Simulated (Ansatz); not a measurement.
GaAs (started from an entry of an open crystallographic database), 2 atoms and 28 valence electrons in a cell of about 45 Å³, was run 9 times in Ansatz 0.2.0, each time on 1 × NVIDIA H100 80GB HBM3 with 2 threads of AMD EPYC 7R13 Processor (Zen 3), on a shared host. The times are single readings and vary with the host's load.

```json
{"run": "G0W0, PBE, 103 empty bands, 100 eV", "k mesh": "6×6×6", "irreducible k": "16", "cutoff (eV)": "420", "plane waves": "893", "bands": "18", "SCF iterations": "6", "wall time": "41 s", "peak host memory (GiB)": "1.3"}
{"run": "G0W0, PBE, 249 empty bands, 180 eV", "k mesh": "6×6×6", "irreducible k": "16", "cutoff (eV)": "420", "plane waves": "893", "bands": "18", "SCF iterations": "6", "wall time": "42 s", "peak host memory (GiB)": "1.5"}
{"run": "G0W0, PBE, 483 empty bands, 260 eV", "k mesh": "6×6×6", "irreducible k": "16", "cutoff (eV)": "420", "plane waves": "893", "bands": "18", "SCF iterations": "6", "wall time": "?", "peak host memory (GiB)": "?"}
{"run": "G0W0, HSE06, 249 empty bands, 180 eV", "k mesh": "6×6×6", "irreducible k": "16", "cutoff (eV)": "420", "plane waves": "893", "bands": "18", "SCF iterations": "15", "wall time": "?", "peak host memory (GiB)": "?"}
{"run": "G0W0, r2SCAN, 249 empty bands, 180 eV", "k mesh": "6×6×6", "irreducible k": "16", "cutoff (eV)": "500", "plane waves": "1139", "bands": "18", "SCF iterations": "7", "wall time": "42 s", "peak host memory (GiB)": "1.6"}
{"run": "G0W0, PBE0, 249 empty bands, 180 eV", "k mesh": "6×6×6", "irreducible k": "16", "cutoff (eV)": "420", "plane waves": "893", "bands": "18", "SCF iterations": "14", "wall time": "?", "peak host memory (GiB)": "?"}
{"run": "G0W0, PBE, 249 empty bands, 180 eV, plasmon pole", "k mesh": "6×6×6", "irreducible k": "16", "cutoff (eV)": "420", "plane waves": "893", "bands": "18", "SCF iterations": "6", "wall time": "47 s", "peak host memory (GiB)": "2.2"}
{"run": "G0W0, PBE, 73 empty bands, 80 eV", "k mesh": "8×8×8", "irreducible k": "29", "cutoff (eV)": "420", "plane waves": "893", "bands": "18", "SCF iterations": "6", "wall time": "2.2 min", "peak host memory (GiB)": "1.4"}
{"run": "G0W0, PBE, 249 empty bands, 180 eV, norm-conserving", "k mesh": "6×6×6", "irreducible k": "16", "cutoff (eV)": "1143", "plane waves": "3943", "bands": "18", "SCF iterations": "7", "wall time": "?", "peak host memory (GiB)": "?"}
```

(1) What time and memory did the runs marked ? need?

## Answers

(1)
```tsv
run	wall time	peak host memory (GiB)
G0W0, PBE, 249 empty bands, 180 eV, norm-conserving	96 s	1.7
G0W0, HSE06, 249 empty bands, 180 eV	100 s	1.7
G0W0, PBE0, 249 empty bands, 180 eV	2.3 min	1.7
G0W0, PBE, 483 empty bands, 260 eV	68 s	2
```

With a shallow d shell on the cation, G0W0 converges slowly in bands and cutoff, so these values are in doubt.
